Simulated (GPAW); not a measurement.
Input of a GPAW 26.7.0 run:

run.py

```python
from ase import Atoms
from ase.dft.bandgap import bandgap
from ase.io import write
from ase.units import GPa
from gpaw import GPAW, PW

atoms = Atoms(['Pb', 'O', 'O'],
              cell=[[0.0, 2.701992, 2.701992],
                    [2.701992, 0.0, 2.701992],
                    [2.701992, 2.701992, 0.0]],
              scaled_positions=[[0.0, 0.0, 0.0],
                                [0.75, 0.75, 0.75],
                                [0.25, 0.25, 0.25]],
              pbc=True)

calc = GPAW(mode=PW(800),
            xc='LDA',
            kpts={'size': (9, 9, 9), 'gamma': True},
            occupations={'name': 'fermi-dirac', 'width': 0.05},
            nbands=24,
            convergence={'density': 1e-05, 'energy': 1e-05},
            maxiter=150,
            txt='gpaw.txt')
atoms.calc = calc
energy = atoms.get_potential_energy()
forces = atoms.get_forces()
stress = atoms.get_stress()
calc.write('gs.gpw')
write('result.traj', atoms)
print(f'Energy: {energy:.6f} eV')
print('Forces (eV/A):')
print(forces.round(4))
print('Stress (GPa):', (stress / GPa).round(3))
print('Fermi level:', round(calc.get_fermi_level(), 4), 'eV')
print(f'Gap: {bandgap(calc)[0]:.4f} eV, direct: {bandgap(calc, direct=True)[0]:.4f} eV')

path = atoms.cell.bandpath('GXWKGLUWLK,UX', npoints=60, eps=1e-4)
bs_calc = calc.fixed_density(kpts=path, symmetry='off', nbands=35,
                             convergence={'bands': 'CBM+6.0', 'eigenstates': 1e-6}, txt='bands.txt')
bs = bs_calc.band_structure()
bs.write('bs.json')
print(f'Gap on the path: {bandgap(bs_calc)[0]:.4f} eV')
```

Potentials or basis: the program's PAW data sets (release 1.2.1) made for this functional, pw.

The run is started by

```console
$ OMP_NUM_THREADS=1 python run.py
```

(1) What does it give for the pressure?

(2) Predict the band gap along the path.

Results:

(1) -11.4 GPa.

(2) none (metal or under the smearing width).

Caveat: spin-orbit coupling is left out, which moves the levels of the heavy elements.
